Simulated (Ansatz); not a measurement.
# Cu(111) / 3 layers Zn(0001) / Cu(111): resistance against film thickness, part 2 of 2

How does the resistance across the layers grow with the film in Cu(111) / 3 layers Zn(0001) / Cu(111)?

Ansatz 0.2.0; Ansatz plane-wave DFT, PBE, PAW files; ballistic transport by layer matching (Landauer), zero bias.

So far. Step 5 (With 8 layers, film layers 8): The conductance of the junction is 4.4e14 S/m², 2.8 % over the 4.3e14 S/m² of the last finished run, within the error estimates, leads' steps apart, of 4.3 and 8.9 %.

### Step 6. With 10 layers, film layers 10

The stack now holds 10 film layers; the k-mesh follows the cell, and the energies span -0.27 to 0.27 eV.

System of this step: Cu(111) / 10 layers Zn(0001) / Cu(111). The cell holds 18 atoms: 8 Cu and 10 Zn. Its edges and angles: a = 2.556 Å, b = 2.556 Å, c = 43.602 Å, α = 91.7°, β = 88.3°, γ = 120.0°. It derives from Cu and Zn. Regions: lead, 8 atoms (8 Cu); films, 10 atoms (10 Zn). The structure is stacked along c, and the current runs across the ab planes.

The input, input.yaml:

```yaml
crystal:
  lattice:
    - [2.5561627297, 0.0, 0.0]
    - [-1.2780813649, 2.2137018601, 0.0]
    - [1.2780813649, -0.73790062, 43.5773145645]
  atoms:
    - { symbol: Cu, position: [0.9920176429, 0.0079823571, 0.0239470714] }
    - { symbol: Cu, position: [0.3093862619, 0.6906137381, 0.0718412143] }
    - { symbol: Cu, position: [0.626754881, 0.373245119, 0.1197353571] }
    - { symbol: Cu, position: [0.9441235, 0.0558765, 0.1676295] }
    - { symbol: Zn, position: [0.2591936952, 0.7408063048, 0.2224189143] }
    - { symbol: Zn, position: [0.5719654667, 0.4280345333, 0.2841036] }
    - { symbol: Zn, position: [0.2180705714, 0.7819294286, 0.3457882857] }
    - { symbol: Zn, position: [0.5308423429, 0.4691576571, 0.4074729714] }
    - { symbol: Zn, position: [0.1769474476, 0.8230525524, 0.4691576571] }
    - { symbol: Zn, position: [0.489719219, 0.510280781, 0.5308423429] }
    - { symbol: Zn, position: [0.1358243238, 0.8641756762, 0.5925270286] }
    - { symbol: Zn, position: [0.4485960952, 0.5514039048, 0.6542117143] }
    - { symbol: Zn, position: [0.0947012, 0.9052988, 0.7158964] }
    - { symbol: Zn, position: [0.4074729714, 0.5925270286, 0.7775810857] }
    - { symbol: Cu, position: [0.7225431667, 0.2774568333, 0.8323705] }
    - { symbol: Cu, position: [0.0399117857, 0.9600882143, 0.8802646429] }
    - { symbol: Cu, position: [0.3572804048, 0.6427195952, 0.9281587857] }
    - { symbol: Cu, position: [0.6746490238, 0.3253509762, 0.9760529286] }
kpoints:
  mp_grid: { grid: [17, 17, 1] }
hamiltonian:
  xc: pbe
scf:
  occupations: { method: fermi_dirac, width: 0.1 }
output:
  transmission:
    leads: [[0, 1]]
    kmesh: [32, 32]
    e_range: [-0.27, 0.27]
    de: 0.036
  write_potential: true
  write_density: true
  volumetric_format: npy
```

The run is started by

```console
$ ansatz run input.yaml --threads 4 --pin off --max-ram 8192MiB --backend cpu --events-out ev --progress --plain --runs-dir out
```

Run time: 2.3 min. Hardware: 4 threads of Arm Neoverse V2, shared host; peak memory 2.6 GiB; 8.8 min of CPU time.

This step gave:

```yaml
free_energy: -86191.5327 eV
energy_at_zero_smearing: -86191.4609 eV
fermi_energy: 13.16 eV
step_of_the_lead_s_potential: 8.8 meV
lead_conductance_per_cell: 0.7894 G₀
conductance_of_the_junction: 4.29e14 S/m²
junction_conductance_per_cell: 0.3135 G₀
estimated_errors_of_the_junction_s_conductance: 0.2, 0, 8.7, 2.3, 0.9 % (energy step, band edges, k-mesh, leads' steps, distance from neutral)
area_resistance_that_the_stack_adds_contact_term_taken_off_spin_by_spin: 1.404 fΩ m²
```

Per spin. Table of transmission, zone mean by energy, zero at the Fermi level:

| energy (eV) | transmission, zone mean |
| --- | --- |
| -0.270 | 0.296 |
| -0.234 | 0.293 |
| -0.198 | 0.286 |
| -0.162 | 0.288 |
| -0.126 | 0.293 |
| -0.090 | 0.298 |
| -0.054 | 0.302 |
| -0.018 | 0.311 |
| 0.018 | 0.318 |
| 0.054 | 0.320 |
| 0.090 | 0.326 |
| 0.126 | 0.342 |
| 0.162 | 0.368 |
| 0.198 | 0.366 |
| 0.234 | 0.355 |
| 0.270 | 0.341 |

The conductance of the junction is 4.3e14 S/m², 3.1 % under the 4.4e14 S/m² of the last finished run, within the error estimates, leads' steps apart, of 8.9 and 8.7 %.

### Step 7. Cost and result by level

Times are for 4 threads of Arm Neoverse V2, shared host. Results by setting:

| no. | film layers | area resistance that the stack adds (contact term taken off, spin by spin) (fΩ m²) | conductance of the junction (S/m²) | time | memory (GiB) |
| --- | --- | --- | --- | --- | --- |
| 1 | 3 | 0.6859 | 6.21e14 | 82 s | 0.81 |
| 2 | 5 | 1.355 | 4.39e14 | 53 s | 1.1 |
| 3 | 6 | 1.395 | 4.31e14 | 1.8 min | 1.7 |
| 4 | 8 | 1.332 | 4.43e14 | 2.1 min | 2.1 |
| 5 | 10 | 1.404 | 4.29e14 | 2.3 min | 2.6 |

### Step 8. With 5 layers

The run is repeated with changed settings as a check of sensitivity.

This step: Ansatz plane-wave DFT, PBE, PAW files; ballistic transport by layer matching (Landauer), zero bias; changed: output.transmission.kmesh = [8, 8] (Ansatz 0.2.0).

System of this step: Cu(111) / 5 layers Zn(0001) / Cu(111). The cell holds 13 atoms: 8 Cu and 5 Zn. Cell: a = 2.556 Å, b = 2.556 Å, c = 30.137 Å, α = 90.0°, β = 90.0°, γ = 120.0°. It derives from Cu and Zn. Regions: lead, 8 atoms (8 Cu); films, 5 atoms (5 Zn). The structure is stacked along c, and the current runs across the ab planes.

The input, input.yaml:

```yaml
crystal:
  lattice:
    - [2.5561627297, 0.0, 0.0]
    - [-1.2780813649, 2.2137018601, 0.0]
    - [0.0, 0.0, 30.1370497987]
  atoms:
    - { symbol: Cu, position: [0.0, 0.0, 0.0346267824] }
    - { symbol: Cu, position: [0.3333333333, 0.6666666667, 0.1038803471] }
    - { symbol: Cu, position: [0.6666666667, 0.3333333333, 0.1731339118] }
    - { symbol: Cu, position: [0.0, 0.0, 0.2423874766] }
    - { symbol: Zn, position: [0.3333333333, 0.6666666667, 0.3216114071] }
    - { symbol: Zn, position: [0.6666666667, 0.3333333333, 0.4108057036] }
    - { symbol: Zn, position: [0.3333333333, 0.6666666667, 0.5] }
    - { symbol: Zn, position: [0.6666666667, 0.3333333333, 0.5891942964] }
    - { symbol: Zn, position: [0.3333333333, 0.6666666667, 0.6783885929] }
    - { symbol: Cu, position: [0.6666666667, 0.3333333333, 0.7576125234] }
    - { symbol: Cu, position: [0.0, 0.0, 0.8268660882] }
    - { symbol: Cu, position: [0.3333333333, 0.6666666667, 0.8961196529] }
    - { symbol: Cu, position: [0.6666666667, 0.3333333333, 0.9653732176] }
kpoints:
  mp_grid: { grid: [17, 17, 1] }
hamiltonian:
  xc: pbe
scf:
  occupations: { method: fermi_dirac, width: 0.1 }
output:
  transmission: { leads: [[0, 1]], kmesh: [8, 8], e_range: [-0.27, 0.27], de: 0.036 }
  write_potential: true
  write_density: true
  volumetric_format: npy
```

Run time: 27 s. Hardware: 4 threads; peak memory 1.1 GiB.

Residual by cycle:

cycle, log10 residual and a bar from the least value:
```
        1       -0.1 ##############################
        2       -0.4 #############################
        3       -0.7 ############################
        4       -2.2 ######################
        5       -3.3 ##################
        6       -3.9 ###############
        7       -4.1 ##############
        8       -5.2 ##########
        9       -5.6 ########
       10       -6.4 #####
       11       -7.0 ###
       12       -7.7
```

The run finished with changed settings (output.transmission.kmesh = [8, 8]); it serves as a test.

The two runs compared:

| quantity | this run | sound run | difference |
| --- | --- | --- | --- |
| ballistic conductance of the lead (S/m²) | 1.220e15 | 1.081e15 | 1.4e14 |
| lead conductance per cell (G₀) | 0.89062 | 0.78926 | 0.101 |
| conductance of the junction (S/m²) | 4.685e14 | 4.386e14 | 3.0e13 |
| junction conductance per cell (G₀) | 0.34213 | 0.32029 | 0.0218 |
| area resistance that the stack adds (contact term taken off, spin by spin) (fΩ m²) | 1.3146 | 1.3548 | -0.0402 |

One result that differs is the ballistic conductance of the lead, 1.2e15 S/m² against 1.1e15 S/m².

### Step 9. Outcome

* area resistance, 3 layers: 0.686 fΩ m²
* area resistance, 5 layers: 1.35 fΩ m²
* area resistance, 6 layers: 1.40 fΩ m²
* area resistance, 8 layers: 1.33 fΩ m²
* area resistance, 10 layers: 1.40 fΩ m²

What this shows: The stack adds 0.69 fΩ m² with 3 layers and 1.4 fΩ m² with 10. From 5 layers on no step exceeds the two runs' error estimates together, as expected where only the two interfaces scatter; half the mean, 0.69 fΩ m², is a rough coherent figure for one interface. With an hcp and an fcc partner, odd and even counts of layers end in unlike stacking at the second interface, which mixes with the effect of thickness. Atoms sit on ideal sites and aren't relaxed. The program's error estimates for the conductances, leads' steps apart, run from 2.4 to 8.9 %. Zn(0001) is compressed by 4.1 % in plane to fit Cu(111), at its own atomic volume.

[Logs are printed without paths, hosts, clocks, repeated set-up lines and the standing remarks that a program may print on its own settings, such as how far it seeks lower states.]

[Hosts, paths, dates, database ids (printed as entryN), source tags and the programs' standing remarks are cut or masked in the printed files.]
